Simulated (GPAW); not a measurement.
# HfC (Fm-3m) in GPAW: reference runs

How does HfC come out in PBEsol? The cell is run as given and disturbed.

All numbers are computed with GPAW 26.7.0; they aren't measurements. Logs are shortened: lines on timing, memory, paths and dates and some standing lists are left out, and cuts for length are marked. The log counts tension as positive stress, the text compression.

### Step 1. The crystal as given

Symmetry: Fm-3m, No. 225, cubic system. The conventional cell has a = 4.650 Å, b = 4.650 Å, c = 4.650 Å, α = 90.00°, β = 90.00°, γ = 90.00°. Hf (site symmetry m-3m) is surrounded by 6 C at 2.33 Å. C (site symmetry m-3m) has 6 Hf at 2.33 Å as nearest neighbours.

### Step 2. Single point, PBEsol

The input, run.py:

```python
from ase import Atoms
from ase.dft.bandgap import bandgap
from ase.io import write
from ase.units import GPa
from gpaw import GPAW, PW, setup_paths

setup_paths.insert(0, '.')

atoms = Atoms(['Hf', 'C'],
              cell=[[0.0, 2.325, 2.325],
                    [2.325, 0.0, 2.325],
                    [2.325, 2.325, 0.0]],
              scaled_positions=[[0.5, 0.5, 0.5],
                                [0.0, 0.0, 0.0]],
              pbc=True)

calc = GPAW(mode=PW(800),
            xc='PBEsol',
            kpts={'size': (10, 10, 10), 'gamma': True},
            occupations={'name': 'fermi-dirac', 'width': 0.05},
            nbands=18,
            convergence={'density': 1e-05, 'energy': 1e-05},
            maxiter=150,
            txt='gpaw.txt')
atoms.calc = calc
energy = atoms.get_potential_energy()
forces = atoms.get_forces()
stress = atoms.get_stress()
calc.write('gs.gpw')
write('result.traj', atoms)
print(f'Energy: {energy:.6f} eV')
print('Forces (eV/A):')
print(forces.round(4))
print('Stress (GPa):', (stress / GPa).round(3))
print('Fermi level:', round(calc.get_fermi_level(), 4), 'eV')
print(f'Gap: {bandgap(calc)[0]:.4f} eV, direct: {bandgap(calc, direct=True)[0]:.4f} eV')
```

Potentials or basis: PAW data sets generated in the run's folder for this functional, pw.

Launch:

```sh
> gpaw-setup -f PBEsol C Hf
> OMP_NUM_THREADS=1 python run.py
```

gpaw.txt:

```text
__  _  _
 | _ |_)|_||  |
 |__||  | ||/\| - 26.7.0

Input parameters:
  mode=PW(ecut=800.0),
  convergence={'density': 1e-05, 'energy': 1e-05},
  kpts=MonkhorstPack(size=(10, 10, 10), gamma=True),
  maxiter=150,
  nbands=18,
  occupations=Occupations(name='fermi-dirac', width=0.05),
  xc=XC(name='PBEsol')

Diagonalizing LCAO Hamiltonian
Converting LCAO to pw mode

               Hf

       C

Atoms  # Å, Bohr magnetons
|   | symbol |        x |        y |        z |    initial magnetic moments |
|---|--------|----------|----------|----------|-----------------------------|
| 0 |     Hf | 2.325000 | 2.325000 | 2.325000 | ( 0.0000,  0.0000,  0.0000) |
| 1 |      C | 0.000000 | 0.000000 | 0.000000 | ( 0.0000,  0.0000,  0.0000) |

Unit cell  # Å
| periodic |        x |        y |        z |  lengths |    angles |
|----------|----------|----------|----------|----------|-----------|
|      yes | 0.000000 | 2.325000 | 2.325000 | 3.288047 | 60.000000 |
|      yes | 2.325000 | 0.000000 | 2.325000 | 3.288047 | 60.000000 |
|      yes | 2.325000 | 2.325000 | 0.000000 | 3.288047 | 60.000000 |

Number of symmetries: 48
Symmetry operations  # r_c * U_cc + t_c -> r_c
|    | kind |            matrix            |
|----|------|------------------------------|
|  0 |  σ   |  1, 0, 0,  1, 0,-1,  1,-1, 0 |
|  1 |  C2  |  1, 0, 0,  1,-1, 0,  1, 0,-1 |
|  2 |  E   |  1, 0, 0,  0, 1, 0,  0, 0, 1 |
|  3 |  σ   |  1, 0, 0,  0, 0, 1,  0, 1, 0 |
|  4 |  C4  |  1, 0,-1,  1, 0, 0,  1,-1, 0 |
|  5 |  S6  |  1, 0,-1,  1,-1, 0,  1, 0, 0 |
|  6 |  σ   |  1, 0,-1,  0, 1,-1,  0, 0,-1 |
|  7 |  C3  |  1, 0,-1,  0, 0,-1,  0, 1,-1 |
|  8 |  S6  |  1,-1, 0,  1, 0, 0,  1, 0,-1 |
|  9 |  C4  |  1,-1, 0,  1, 0,-1,  1, 0, 0 |
| 10 |  C3  |  1,-1, 0,  0,-1, 1,  0,-1, 0 |
| 11 |  σ   |  1,-1, 0,  0,-1, 0,  0,-1, 1 |
| 12 |  σ   |  0, 1, 0,  1, 0, 0,  0, 0, 1 |
| 13 |  C4  |  0, 1, 0,  0, 1,-1, -1, 1, 0 |
| 14 |  C3  |  0, 1, 0,  0, 0, 1,  1, 0, 0 |
| 15 |  S6  |  0, 1, 0, -1, 1, 0,  0, 1,-1 |
| 16 |  C2  |  0, 1,-1,  1, 0,-1,  0, 0,-1 |
| 17 |  σ   |  0, 1,-1,  0, 1, 0, -1, 1, 0 |
| 18 |  S4  |  0, 1,-1,  0, 0,-1,  1, 0,-1 |
| 19 |  C4  |  0, 1,-1, -1, 1, 0,  0, 1, 0 |
| 20 |  C3  |  0, 0, 1,  1, 0, 0,  0, 1, 0 |
| 21 |  σ   |  0, 0, 1,  0, 1, 0,  1, 0, 0 |
| 22 |  S6  |  0, 0, 1,  0,-1, 1, -1, 0, 1 |
| 23 |  C4  |  0, 0, 1, -1, 0, 1,  0,-1, 1 |
| 24 |  S4  |  0, 0,-1,  1, 0,-1,  0, 1,-1 |
| 25 |  C3  |  0, 0,-1,  0, 1,-1,  1, 0,-1 |
| 26 |  C2  |  0, 0,-1,  0,-1, 0, -1, 0, 0 |
| 27 |  S6  |  0, 0,-1, -1, 0, 0,  0,-1, 0 |
| 28 |  S4  |  0,-1, 1,  1,-1, 0,  0,-1, 0 |
| 29 |  C4  |  0,-1, 1,  0, 0, 1, -1, 0, 1 |
| 30 |  C2  |  0,-1, 1,  0,-1, 0,  1,-1, 0 |
| 31 |  σ   |  0,-1, 1, -1, 0, 1,  0, 0, 1 |
| 32 |  C3  |  0,-1, 0,  1,-1, 0,  0,-1, 1 |
| 33 |  S6  |  0,-1, 0,  0, 0,-1, -1, 0, 0 |
| 34 |  S4  |  0,-1, 0,  0,-1, 1,  1,-1, 0 |
| 35 |  C2  |  0,-1, 0, -1, 0, 0,  0, 0,-1 |
| 36 |  C2  | -1, 1, 0,  0, 1, 0,  0, 1,-1 |
| 37 |  S6  | -1, 1, 0,  0, 1,-1,  0, 1, 0 |
| 38 |  S4  | -1, 1, 0, -1, 0, 1, -1, 0, 0 |
| 39 |  C3  | -1, 1, 0, -1, 0, 0, -1, 0, 1 |
| 40 |  S6  | -1, 0, 1,  0, 0, 1,  0,-1, 1 |
| 41 |  C2  | -1, 0, 1,  0,-1, 1,  0, 0, 1 |
| 42 |  C3  | -1, 0, 1, -1, 1, 0, -1, 0, 0 |
| 43 |  S4  | -1, 0, 1, -1, 0, 0, -1, 1, 0 |
| 44 |  C2  | -1, 0, 0,  0, 0,-1,  0,-1, 0 |
| 45 |  i   | -1, 0, 0,  0,-1, 0,  0, 0,-1 |
| 46 |  σ   | -1, 0, 0, -1, 1, 0, -1, 0, 1 |
| 47 |  C2  | -1, 0, 0, -1, 0, 1, -1, 1, 0 |

BZ-sampling:
  Number of BZ points: 1000
  Number of IBZ points: 47

  Monkhorst-Pack size: [10, 10, 10]
  Monkhorst-Pack shift: [0.05, 0.05, 0.05]

K-points  # in reciprocal-cell coordinates
|     |                                coordinates |     weight |
|-----|--------------------------------------------|------------|
|   0 | (  0.00000000,   0.00000000,   0.00000000) | 0.00100000 |
|   1 | (  0.10000000,   0.10000000,   0.00000000) | 0.00600000 |
|   2 | (  0.10000000,   0.10000000,   0.10000000) | 0.00800000 |
|   3 | (  0.20000000,   0.10000000,   0.10000000) | 0.01200000 |
|   4 | (  0.20000000,   0.20000000,   0.00000000) | 0.00600000 |
|   5 | (  0.20000000,   0.20000000,   0.10000000) | 0.02400000 |
|   6 | (  0.20000000,   0.20000000,   0.20000000) | 0.00800000 |
|   7 | (  0.30000000,   0.20000000,   0.10000000) | 0.02400000 |
|   8 | (  0.30000000,   0.20000000,   0.20000000) | 0.02400000 |
|   9 | (  0.30000000,   0.30000000,   0.00000000) | 0.00600000 |
| ... |                                            |            |
|  46 | (  0.50000000,   0.50000000,   0.50000000) | 0.00400000 |

Plane wave coefficients: 1308
Cutoff: 800.0 eV

Spin-components: 1 (collinear spins)
Bands:           18
Projectors:      11
Spin-degeneracy: 2
Datatype:        complex128

Parallelization:
  kpt:    1
  domain: 1
  band:   1

Density:
  Valence electrons: 16.0
  Components: 1
  Grid points: [24 24 24]
  Charge: 0.0  # |e|

Potential:
  Grid points: [24 24 24]

species:
  Hf:
    name:    Hafnium
    Z:       72.0
    valence: 12
    core:    60
    charge:  0.0  # [|e|]
    compensation charges:
      type: gauss
      rc: 0.41  # [Å]
      lmax: 2
    cutoffs:
      filter: 2.36  # [Å]
      core: 4.02  # [Å]
    projectors
    | kind |    occ | energy [eV] | rcut [Å] |
    |------|--------|-------------|----------|
    |   5s |  2.000 |     -66.855 |    1.397 |
    |   6s |  2.000 |      -5.120 |    1.397 |
    |   5p |  6.000 |     -35.615 |    1.307 |
    |   6p |  0.000 |      -1.375 |    1.307 |
    |   5d |  2.000 |      -2.724 |    1.334 |
    |    d |        |      24.487 |    1.334 |

    Using partial waves for Hf as LCAO basis

  C:
    name:    Carbon
    Z:       6.0
    valence: 4
    core:    2
    charge:  0.0  # [|e|]
    compensation charges:
      type: gauss
      rc: 0.20  # [Å]
      lmax: 2
    cutoffs:
      filter: 1.14  # [Å]
      core: 1.14  # [Å]
    projectors
    | kind |    occ | energy [eV] | rcut [Å] |
    |------|--------|-------------|----------|
    |   2s |  2.000 |     -13.648 |    0.635 |
    |   2p |  2.000 |      -5.232 |    0.635 |
    |    s |        |      13.563 |    0.635 |
    |    p |        |      21.979 |    0.635 |
    |    d |        |       0.000 |    0.635 |

    Using partial waves for C as LCAO basis

Reference energy: -410785.337283  # eV

eigensolver:
  PPCG
  Converge bands: occupied
  niter=2

density mixing:
  MSR1-Mixer
  Pratt-step length: 0.05
  Maximum mixing coefficient: 0.75
  Old densities: 10
  SVD Regularization: 0.005
  Good broyden scale: 1.0
  Trust region scale: 1.0
  Backstep threshold: 4.0
  History deletion threshold: 6.0
  Fourier metric: weight=20.0, sigma=0.015

occupation numbers:
  Fermi-Dirac:
    width: 0.0500  # eV

poisson solver:
  ecut: 6400.0  # eV

xc functional:
  name: PBEsol with 2 nearest neighbor stencil

convergence criteria:
[... 6 lines left out ...]
|iter     | |      energy | eigst |  dens |
|---------|-|-------------|-------|-------|
|iter:   1| |  -21.473770 | -0.35 |       |
|iter:   2| |  -20.921345 | -2.58 | -0.82 |
|iter:   3| |  -19.679130 | -1.55 | -0.89 |
|iter:   4| |  -19.689045 | -3.16 | -1.62 |
|iter:   5| |  -19.697109 | -3.19 | -1.84 |
|iter:   6| |  -19.697047 | -5.22 | -3.01 |
|iter:   7| |  -19.697049c| -6.62 | -3.64 |
|iter:   8| |  -19.697049c| -7.72c| -4.18 |
|iter:   9| |  -19.697049c| -9.31c| -5.38c|

Converged in 9 steps
Energy contributions relative to reference atoms: (reference = -410785.337283)

Energy contributions:
  Kinetic:          17.387788
  Coulomb:         -18.362619
  Zero:             -0.398840
  External:          0.000000
  Xc:              -18.321991
  Entropy:          -0.002773
  Spinorbit:         0.000000
  ----------------------------
  Free energy:     -19.698436
  Extrapolated:    -19.697049

dipole moment: (-9.244458, -9.244458, -9.244458)  # |e|*Ang

Fermi level: 10.872
Eigenvalues  # (at kpt = [0.000, 0.000, 0.000])
| band index |      eig [eV] | occ [0-2] |
|------------|---------------|-----------|
|          0 |       -50.056 |     2.000 |
|          1 |       -18.712 |     2.000 |
|          2 |       -18.712 |     2.000 |
|          3 |       -18.712 |     2.000 |
|          4 |        -1.431 |     2.000 |
|          5 |        11.887 |     0.000 |
|          6 |        11.887 |     0.000 |
|          7 |        11.887 |     0.000 |
|          8 |        12.176 |     0.000 |
|          9 |        12.176 |     0.000 |
|         10 |        12.176 |     0.000 |
|         11 |        14.194 |     0.000 |
|         12 |        14.194 |     0.000 |
|        ... |               |           |
|         17 |        35.174 |     0.000 |

No gap
No difference between direct/indirect transitions

Forces  # eV/Ang
|        x |        y |       z |
|----------|----------|---------|
|  0.00000 |  0.00000 | 0.00000 |  # Hf   0
| -0.00000 | -0.00000 | 0.00000 |  # C    1

Stress tensor  # eV/Ang^3
|         x |         y |         z |
|-----------|-----------|-----------|
|  0.033164 | -0.000000 | -0.000000 |
| -0.000000 |  0.033164 |  0.000000 |
| -0.000000 |  0.000000 |  0.033164 |

# Writing to gs.gpw (mode='')
```

Run time: 15 s. Hardware: 1 thread of Intel Xeon 6975P-C (Granite Rapids), shared host; peak memory 0.18 GiB.

Results:

```
Free energy            : -19.6984 eV
Pressure               : -5.3 GPa
Band gap on the k mesh : none (metal or under the smearing width)
```

Levels at points of the mesh, in eV from the Fermi level:
```tsv
k point	band 6	band 7	band 8	band 9	band 10	band 11
(0.00, 0.00, 0.00)	1.02	1.02	1.02	1.30	1.30	1.30
(0.50, 0.50, 0.00)	-2.64	-1.86	-0.11	-0.11	5.25	6.65
(0.50, 0.50, 0.50)	-6.19	-3.02	-3.02	5.24	5.24	5.72
```

### Step 3. Single point, PBEsol (atoms moved at random, drawn with an rms of 0.05 Å)

Changes to run.py since step 2:

```diff
@@ -12,4 +12,4 @@
                     [2.325, 2.325, 0.0]],
-              scaled_positions=[[0.5, 0.5, 0.5],
-                                [0.0, 0.0, 0.0]],
+              scaled_positions=[[0.488724, 0.508325, 0.488419],
+                                [-0.009852, 0.0191, -0.006335]],
               pbc=True)
```

Potentials or basis: PAW data sets generated in the run's folder for this functional, pw.

Launch:

```sh
> gpaw-setup -f PBEsol C Hf
> OMP_NUM_THREADS=1 python run.py
```

Wall time 2 min (1 thread of Intel Xeon 6975P-C (Granite Rapids), shared host); peak memory 0.48 GiB.

The run converged. Its results:

* Free energy: -19.6888 eV
* Pressure: -5.1 GPa
* Largest force: 0.384 eV/Å
* Band gap on the k mesh: none (metal or under the smearing width)

Forces on the atoms (eV/Å):
```
Hf   0.289  0.122  0.221
C   -0.289 -0.122 -0.221
```

Stress tensor (GPa, compression positive):
```
-4.91 -0.09 -0.17
-0.09 -5.23 -0.07
-0.17 -0.07 -5.07
```

Levels at points of the mesh, in eV from the Fermi level:
| k point | band 6 | band 7 | band 8 | band 9 | band 10 | band 11 |
| --- | --- | --- | --- | --- | --- | --- |
| (0.00, 0.00, 0.00) | 0.78 | 0.84 | 0.93 | 1.31 | 1.43 | 1.52 |
| (0.00, 0.00, 0.50) | -6.21 | -3.03 | -3.02 | 5.21 | 5.21 | 5.70 |
| (0.00, 0.50, 0.00) | -6.20 | -3.03 | -3.03 | 5.21 | 5.22 | 5.70 |
| (0.00, 0.50, 0.50) | -2.66 | -1.90 | -0.13 | -0.10 | 5.24 | 6.63 |
| (0.50, 0.00, 0.00) | -6.21 | -3.03 | -3.02 | 5.21 | 5.21 | 5.70 |
| (0.50, 0.00, 0.50) | -2.66 | -1.93 | -0.14 | -0.07 | 5.24 | 6.63 |
| (0.50, 0.50, 0.00) | -2.66 | -1.92 | -0.13 | -0.08 | 5.24 | 6.63 |
| (0.50, 0.50, 0.50) | -6.20 | -3.04 | -3.04 | 5.22 | 5.22 | 5.69 |

Spin-orbit coupling is left out, which matters for the levels of Hf.
